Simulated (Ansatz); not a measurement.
A calculation with Ansatz 0.2.0 of Tl (ASE script, structure from a CIF):

The input run.py:

```python
import json

import ase.io
import numpy as np

import ansatz as az

atoms = ase.io.read("Tl.cif")
atoms.info.pop("occupancy", None)

calculation = (
    az.Crystal.from_ase(atoms)
    .calculation()
    .kpoints(9, 9, 5)
    .functional("r2scan")
    .pseudopotentials(kind="nc", source="spms")
    .occupations(method="tetrahedron")
    .density()
    .potential()
    .output_files(volumetric_format="npy")
    .electron_localization_function()
    .forces()
    .stress()
)
outcome = calculation.run(threads=2, events_out="events.jsonl")

report = outcome.report
for line in open("events.jsonl"):
    event = json.loads(line)
    if event["event"] == "scf_iter":
        d = event["data"]
        print(f"SCF {d['iter']:3d}  HF = {d['harris_foulkes_ev']:.6f} eV  dr2 = {d['dr2_ev']:.2e} eV")
    elif event["event"] in ("relax_step", "md_step"):
        d = event["data"]
        print(f"{event['event']} {d['step']:3d}  E = {d['lagrangian_ev']:.6f} eV")
np.set_printoptions(precision=5, suppress=True, linewidth=110)
print("converged:", report["converged"], "after", report["n_iterations"], "iterations")
print(f"free energy {report['free_energy_ev']:.6f} eV, Fermi level {report['fermi_energy_ev']:.4f} eV")
for key in ("band_edges_ev", "magnetization_mub", "site_moments_mub", "site_moments_nc_mub", "forces_ev_ang",
                "stress_gpa", "kpoints_frac", "eigenvalues_ev"):
    if report.get(key) is not None:
        print(key, np.array(report[key]), sep="\n")
```

Contents of Tl.cif:

```cif
data_Tl
_cell_length_a 3.45600000
_cell_length_b 3.45600000
_cell_length_c 5.52500000
_cell_angle_alpha 90.00000000
_cell_angle_beta 90.00000000
_cell_angle_gamma 120.00000000
_space_group_name_H-M_alt 'P6_3/mmc'
_space_group_name_Hall '-P 6c 2c'
_space_group_IT_number 194
loop_
_space_group_symop_operation_xyz
'x,y,z'
'-x,-y,-z'
'x-y,x,z+1/2'
'-x+y,-x,-z+1/2'
'-y,x-y,z'
'y,-x+y,-z'
'-x,-y,z+1/2'
'x,y,-z+1/2'
'-x+y,-x,z'
'x-y,x,-z'
'y,-x+y,z+1/2'
'-y,x-y,-z+1/2'
'-y,-x,-z+1/2'
'y,x,z+1/2'
'-x,-x+y,-z'
'x,x-y,z'
'-x+y,y,-z+1/2'
'x-y,-y,z+1/2'
'y,x,-z'
'-y,-x,z'
'x,x-y,-z+1/2'
'-x,-x+y,z+1/2'
'x-y,-y,-z'
'-x+y,y,z'
loop_
_atom_site_label
_atom_site_type_symbol
_atom_site_symmetry_multiplicity
_atom_site_Wyckoff_symbol
_atom_site_fract_x
_atom_site_fract_y
_atom_site_fract_z
_atom_site_occupancy
Tl1 Tl 2 c 0.6666666667 0.3333333333 0.7500000000 1
```

Potentials or basis: SPMS NC.

Command:

```bash
$ python run.py
```

Task: Write the same calculation in another form: native input, structure typed inline.

Result: As run:

input.yaml

```yaml
crystal:
  lattice:
    - [3.456, 0.0, 0.0]
    - [-1.728, 2.9929837955, 0.0]
    - [0.0, 0.0, 5.525]
  atoms:
    - { symbol: Tl, position: [0.6666666667, 0.3333333333, 0.75] }
    - { symbol: Tl, position: [0.3333333333, 0.6666666667, 0.25] }
hamiltonian:
  xc: r2scan
  pseudopotentials: { kind: nc, source: spms }
kpoints:
  mp_grid: { grid: [9, 9, 5] }
scf:
  occupations: { method: tetrahedron }
output:
  forces: true
  stress: true
  write_density: true
  write_potential: true
  elf: true
  volumetric_format: npy
```

Potentials or basis: SPMS NC.

Run with:

```console
$ ansatz run input.yaml --threads 2 --pin off --max-ram 5120MiB --backend cpu --events-out ev --progress --plain --runs-dir out
```

Both were run:

|  | ASE script, structure from a CIF | native input, structure typed inline |
| --- | --- | --- |
| Pressure | 0.5 GPa | 0.5 GPa |
| Band gap on the k mesh | none (metal or under the smearing width) | none (metal or under the smearing width) |

Keys that steer only the numerical path or the files written may differ.

Caveat: the meta-GGA runs on potentials made for a GGA; the pressure holds a Pulay correction of +0.6 GPa for the finite cutoff; the potentials were made for another functional, which shifts forces and pressure; with tetrahedron occupations forces and stress needn't match the slope of the energy.
